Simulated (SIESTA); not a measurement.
ZrC:

```xyz
2
Lattice="0.0000 2.3650 2.3650 2.3650 0.0000 2.3650 2.3650 2.3650 0.0000" Properties=species:S:1:pos:R:3 pbc="T T T"
Zr    2.3650    2.3650    2.3650
C     0.0000    0.0000    0.0000
```

Base run:

| Property | Result |
| --- | --- |
| Program | SIESTA 5.4.2 |
| Functional | PBE |
| Potentials or basis | PseudoDojo 0.4 standard (PBE files) |
| Basis | TZDP (energy shift 0.003 Ry; two zetas on semicore shells) |
| Grid cutoff | 800 Ry |
| Energy shift | 0.003 Ry |
| k mesh | 10 × 10 × 10 |
| Occupations | fermi-dirac, width 0.05 eV |
| Spin | no spin polarisation |

Its results: band gap on the k mesh none (metal or under the smearing width); pressure -1.9 GPa.

The run is repeated on the same cell with these changes: basis from TZDP (energy shift 0.003 Ry; two zetas on semicore shells) to TZP (energy shift 0.01 Ry); energy shift from 0.003 Ry to 0.01 Ry. What comes out?

Band gap on the k mesh none (metal or under the smearing width); pressure -4.1 GPa.

Caveats: the basis of atomic orbitals isn't converged, which shifts pressures, moduli and gaps; semicore shells carry a single zeta, which can move pressures by several GPa and volumes by a few percent (some runs).
